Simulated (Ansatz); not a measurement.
A plane-wave DFT run in Ansatz 0.2.0 (scalar-relativistic PAW potentials unless the input names others): input and command.

```yaml
crystal:
  lattice:
    - [1.573803403, 0.9086358184, 6.3704647103]
    - [-1.573803403, 0.9086358184, 6.3704647103]
    - [0.0, -1.8172716367, 6.3704647103]
  atoms:
    - { symbol: W, position: [0.9697453114, 1.0526800089, 0.9725787195] }
    - { symbol: S, position: [0.7848189997, 0.7523742162, 0.7210605972] }
    - { symbol: S, position: [0.576735689, 0.526245775, 0.6376606835] }
basis:
  ecutwfc: 420
  ecutrho_ratio: 1
kpoints:
  mp_grid: { grid: [12, 12, 12] }
hamiltonian:
  xc: pbesol
scf:
  occupations: { method: gaussian, width: 0.05 }
  max_iter: 75
output:
  forces: true
  eigenvalues: true
  stress: true
```

```bash
ansatz run input.yaml --threads 1 --pin off --max-ram 2560MiB --backend cpu --events-out ev --progress --plain --runs-dir out
```

Abridged log:
```
Basis set: ecut = 420 eV, 1047 PW (Γ), FFT grids on a1−a3, a2−a3, a3, exchange–correlation on 40×40×72 points (8 copies of the dense FFT grid, shifted against one another)
Bands: 17, of which v1, the nominal top of the filled ones, is band 13 counted from 1 (12 counted from 0)
Symmetry: 1 space group operations
k-points: 868 of 1728 (time reversal used)
SCF iter   1: F=—  HF=-12028.708223 eV  |F-HF|=—  |Δ(HF+E_count)|=         —  Δρ=8.31e-3  dr2=7.29e-2  ethr=1.77e-3  ⟨swp⟩=6.0  Hψ=85053  notcnv=0
SCF iter   2: F=—  HF=-12028.746807 eV  |F-HF|=—  |Δ(HF+E_count)|=   3.86e-2  Δρ=1.25e-2  dr2=3.25e-1  ethr=2.81e-4  ⟨swp⟩=3.5  Hψ=35222  notcnv=0  recentre
SCF iter   3: F=—  HF=-12028.700037 eV  |F-HF|=—  |Δ(HF+E_count)|=   4.68e-2  Δρ=3.88e-3  dr2=6.15e-3  ethr=2.81e-4  ⟨swp⟩=3.0  Hψ=26303  notcnv=0
SCF iter   4: F=—  HF=-12028.701226 eV  |F-HF|=—  |Δ(HF+E_count)|=   1.19e-3  Δρ=6.87e-4  dr2=1.64e-4  ethr=2.37e-5  ⟨swp⟩=2.2  Hψ=23572  notcnv=0
SCF iter   5: F=—  HF=-12028.701284 eV  |F-HF|=—  |Δ(HF+E_count)|=   5.86e-5  Δρ=2.51e-4  dr2=4.70e-5  ethr=6.30e-7  ⟨swp⟩=2.0  Hψ=21342  notcnv=0
SCF iter   6: F=—  HF=-12028.700613 eV  |F-HF|=—  |Δ(HF+E_count)|=   6.71e-4  Δρ=1.45e-4  dr2=2.78e-5  ethr=1.81e-7  ⟨swp⟩=2.0  Hψ=26034  notcnv=0
SCF iter   7: F=—  HF=-12028.700610 eV  |F-HF|=—  |Δ(HF+E_count)|=   2.86e-6  Δρ=5.90e-5  dr2=2.99e-6  ethr=1.07e-7  ⟨swp⟩=1.1  Hψ=14836  notcnv=0
SCF iter   8: F=-12028.700610 eV  HF=-12028.700611 eV  |F-HF|=3.87e-8  |Δ(HF+E_count)|=   5.78e-8  Δρ=1.28e-5  dr2=9.31e-8  ethr=3.85e-10  ⟨swp⟩=4.5  Hψ=68264  notcnv=0
SCF 1 converged in 8 iterations: F = -12028.700610 eV  dr2 = 9.31e-8
SCF converged after 8 iterations
Free energy (F): -12028.700610 eV
Harris-Foulkes:  -12028.700611 eV  (|F-HF|=3.87e-8)
Internal energy: -12028.700610 eV  (E = F + TS)
E sigma→0 (E₀):  -12028.700610 eV
Fermi energy:    11.342554 eV
--- Forces (eV/Å), atoms counted from 1 ---
  atom   1  W      3.61616113    -1.83998028     1.56997906
  atom   2  S     -1.24323713     0.00888700    -1.60480865
  atom   3  S     -2.37270550     1.83062845     0.03316278
--- Stress (GPa, compression-positive) ---
        4.082517      -2.516309       5.097852
       -2.516309       0.553714      -8.615441
        5.097851      -8.615440      -1.022801
  P = ⅓ Tr σ = 1.2045 GPa (12.045 kbar)
```

Question: What should be changed?

Answer: The fault is a density cutoff too low for products of the waves, which reach up to 4 times the waves' cutoff (basis.ecutrho_ratio: not typed → 1, the first being the value of the sound run). Setting it back cures it. The log, from which this was withheld above, says: «Warning: basis.ecutrho_ratio = 1 (ecutrho = 420 eV) is below the records' recommended 1680 eV» «settings of this run that can trade accuracy for cost: basis.ecutrho_ratio < 4. Do not mix this run's numbers with those of runs without the same settings; the input reference describes each key» The run converged all the same, with an energy at zero smearing 114 meV/atom below the reference's, pressure 1.20 GPa, largest force 4.351 eV/Å, gap on the mesh 1.02 eV, so convergence alone doesn't show that an input is right. A reference run from the same start on usual settings converged with pressure -3.80 GPa, largest force 4.334 eV/Å, gap on the mesh 1.01 eV.

The run took 53 s on 1 thread of Intel(R) Xeon(R) Platinum 8488C (Sapphire Rapids), on a shared host, peak memory 1.1 GiB.